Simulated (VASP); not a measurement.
# NaF (Villiaumite) (Fm-3m) in VASP: notebook, part 2 of 2

VASP 6.6.1. The steps go on from the part before.

**3. Dielectric tensor, LDA**

This run uses another cell than the first one, of 11.13 Å³/atom, 0.978 times its volume.

INCAR

```
PREC = Accurate ; ENCUT = 600
EDIFF = 1E-8 ; ISMEAR = 0
SIGMA = 0.03 ; LREAL = F
LASPH = T ; NELM = 80
ALGO = Normal ; ISIF = 2
LWAVE = F ; LCHARG = F
GGA = CA ; LEPSILON = T
```

KPOINTS

```
regular mesh
0
Monkhorst-Pack
  16 16 16
```

POSCAR

```
NaF                                     
1.0
    0.0000000000      2.2324619511      2.2324619511
    2.2324619511      0.0000000000      2.2324619511
    2.2324619511      2.2324619511      0.0000000000
  Na              F             
     1     1
Direct
     0.0000000000000000    0.0000000000000000    0.0000000000000000
     0.5000000000000000    0.5000000000000000    0.5000000000000000
```

Potentials or basis: VASP PAW LDA potentials, release 64 (Na_pv, F).

The run is started by

```console
cat potpaw_LDA.64/Na_pv/POTCAR potpaw_LDA.64/F/POTCAR > POTCAR
mpirun -np 1 vasp_std > vasp.out
```

OUTCAR:

```text
PREC = Accurate
   ENCUT = 600
   EDIFF = 1E-8
   ISMEAR = 0
   LREAL = F
   LASPH = T
   NELM = 80
   ISIF = 2
   GGA = CA
   LEPSILON = T

 ion  position               nearest neighbor table
   1  0.000  0.000  0.000-   2 2.23   2 2.23   2 2.23   2 2.23   2 2.23   2 2.23
   2  0.500  0.500  0.500-   1 2.23   1 2.23   1 2.23   1 2.23   1 2.23   1 2.23

  LATTYP: Found a face centered cubic cell.
 ALAT       =     4.4649239022

  Lattice vectors:

 A1 = (   0.0000000000,   2.2324619511,   2.2324619511)
 A2 = (   2.2324619511,   0.0000000000,   2.2324619511)
 A3 = (   2.2324619511,   2.2324619511,   0.0000000000)

Analysis of symmetry for initial positions (statically):
=====================================================================
[... 583 lines left out ...]
    -0.00006  0.00000  0.00000
     0.00000 -0.00006 -0.00000
    -0.00000  0.00000 -0.00002

 MACROSCOPIC STATIC DIELECTRIC TENSOR (including local field effects in DFT)
 ------------------------------------------------------
           1.923114    -0.000000    -0.000000
          -0.000000     1.923114     0.000000
           0.000000    -0.000000     1.923114
 ------------------------------------------------------

 PIEZOELECTRIC TENSOR (including local field effects)  for field in x, y, z        (e  Angst)
          XX          YY          ZZ          XY          YZ          ZX
  --------------------------------------------------------------------------------
  x     0.00000     0.00000     0.00000     0.00000     0.00000     0.00000
  y     0.00000     0.00000     0.00000     0.00000     0.00000     0.00000
  z     0.00000     0.00000     0.00000     0.00000     0.00000     0.00000

 PIEZOELECTRIC TENSOR (including local field effects)  for field in x, y, z        (C/m^2)
          XX          YY          ZZ          XY          YZ          ZX
  --------------------------------------------------------------------------------
  x     0.00000     0.00000     0.00000     0.00000     0.00000     0.00000
  y     0.00000     0.00000     0.00000     0.00000     0.00000     0.00000
  z     0.00000     0.00000     0.00000     0.00000     0.00000     0.00000

 BORN EFFECTIVE CHARGES (including local field effects) (in |e|, cummulative output)
 ---------------------------------------------------------------------------------
 ion    1
    1     0.98877     0.00000     0.00000
    2     0.00000     0.98877     0.00000
    3     0.00000     0.00000     0.98877
 ion    2
    1    -0.98877     0.00000     0.00000
    2     0.00000    -0.98877     0.00000
    3     0.00000     0.00000    -0.98877
```

stdout:

```text
POSCAR found type information on POSCAR NaF
 POSCAR found :  2 types and       2 ions
 scaLAPACK will be used
 LDA part: xc-table for (Slater(with rela. corr.)+CA(PZ))
 , standard interpolation
 -----------------------------------------------------------------------------
|                                                                             |
|           W    W    AA    RRRRR   N    N  II  N    N   GGGG   !!!           |
[... 38 lines left out ...]
  Direction:   1
 dielectric tensor                  component  1 :     1.923     0.011    -0.011
 Linear response to external field, progress :
  Direction:   2
 dielectric tensor                  component  2 :     0.011     1.923    -0.011
 Linear response to external field, progress :
  Direction:   3
 dielectric tensor                  component  3 :     0.014    -0.014     1.923
 Born effective charges drift removed
```

Wall time 34 min (1 thread of Intel Xeon Platinum 8375C at 2.90GHz (Ice Lake), shared host); peak memory 0.82 GiB.

Results:

```
Electronic dielectric tensor (diagonal) : 1.92
Born charges (mean of the diagonal)     : Na +0.99; F -0.99 e
```

Levels at points of the mesh, in eV from the valence-band top:
```csv
k point,band 3,band 4,band 5,band 6,band 7,band 8,band 9,band 10,band 11
"(0.03, 0.03, 0.03)",-18.45,-18.43,-0.02,0.00,0.00,6.63,19.12,19.33,19.33
```

Electronic dielectric tensor:
```
1.92 0.00 0.00
0.00 1.92 0.00
0.00 0.00 1.92
```

Born effective charge tensors (e):
atom 1, Na
```
0.99 0.00 0.00
0.00 0.99 0.00
0.00 0.00 0.99
```
atom 2, F
```
-0.99  0.00  0.00
 0.00 -0.99  0.00
 0.00  0.00 -0.99
```

**4. Band structure, PBE**

This run uses another cell than the first one, of 12.39 Å³/atom, 1.089 times its volume.

INCAR

```
ALGO = Fast ; EDIFF = 1E-6
ENCUT = 520 ; GGA = PE
ISIF = 2 ; ISMEAR = 0
LASPH = True ; LCHARG = False
LREAL = False ; LWAVE = False
NBANDS = 14 ; NELM = 80
PREC = Accurate ; SIGMA = 0.03
```

KPOINTS

```
k-points
0
Gamma
  10 10 10
```

POSCAR

```
NaF                                     
1.0
    0.0000000000      2.3140630840      2.3140630840
    2.3140630840      0.0000000000      2.3140630840
    2.3140630840      2.3140630840      0.0000000000
  Na              F             
     1     1
Direct
     0.0000000000000000    0.0000000000000000    0.0000000000000000
     0.5000000000000000    0.5000000000000000    0.5000000000000000
```

KPOINTS_OPT

```
explicit points
252
Reciprocal
 0.0000000000  0.0000000000  0.0000000000 1
 0.0357142857  0.0000000000  0.0357142857 1
 0.0714285714  0.0000000000  0.0714285714 1
 0.1071428571  0.0000000000  0.1071428571 1
 0.1428571429  0.0000000000  0.1428571429 1
 0.1785714286  0.0000000000  0.1785714286 1
[... 244 lines left out ...]
 0.4908617900  0.0091382100  0.5000000000 1
 0.5091382100 -0.0091382100  0.5000000000 1
```

Potentials or basis: VASP PAW PBE potentials, release 64 (Na_pv, F).

The run is started by

```console
cat potpaw_PBE.64/Na_pv/POTCAR potpaw_PBE.64/F/POTCAR > POTCAR
mpirun -np 1 vasp_std > vasp.out
```

Run time: 16 s. Hardware: 1 thread of Intel Xeon 6975P-C (Granite Rapids), shared host; peak memory 0.16 GiB.

The run converged. Its results:

* Free energy: -8.5601 eV
* Pressure: 2.3 GPa
* Band gap on the k mesh: 6.32 eV, direct
* Band gap along the path: 6.32 eV, direct

Levels at the corners of the path, in eV from the valence-band top:
```tsv
point	band 5	band 6	band 7	band 8	band 9	band 10
Γ	0.00	0.00	0.00	6.32	19.00	19.00
X	-1.28	-0.41	-0.41	13.18	13.32	13.64
X	-1.28	-0.41	-0.41	13.18	13.32	13.64
W	-0.88	-0.88	-0.58	13.25	13.25	15.24
W	-0.88	-0.88	-0.58	13.25	13.25	15.24
K	-1.06	-0.84	-0.37	12.85	13.26	14.75
K	-1.06	-0.84	-0.37	12.85	13.26	14.75
Γ	0.00	0.00	0.00	6.32	19.00	19.00
Γ	0.00	0.00	0.00	6.32	19.00	19.00
L	-1.60	-0.26	-0.26	10.81	12.50	20.15
L	-1.60	-0.26	-0.26	10.81	12.50	20.15
U	-1.06	-0.84	-0.37	12.85	13.26	14.75
U	-1.06	-0.84	-0.37	12.85	13.26	14.75
W	-0.88	-0.88	-0.58	13.25	13.25	15.24
W	-0.88	-0.88	-0.58	13.25	13.25	15.24
L	-1.60	-0.26	-0.26	10.81	12.50	20.15
L	-1.60	-0.26	-0.26	10.81	12.50	20.15
K	-1.06	-0.84	-0.37	12.85	13.26	14.75
U	-1.06	-0.84	-0.37	12.85	13.26	14.75
X	-1.28	-0.41	-0.41	13.18	13.32	13.64
```

Expect the measured gap to be larger: semilocal functionals such as PBE lack the derivative discontinuity.
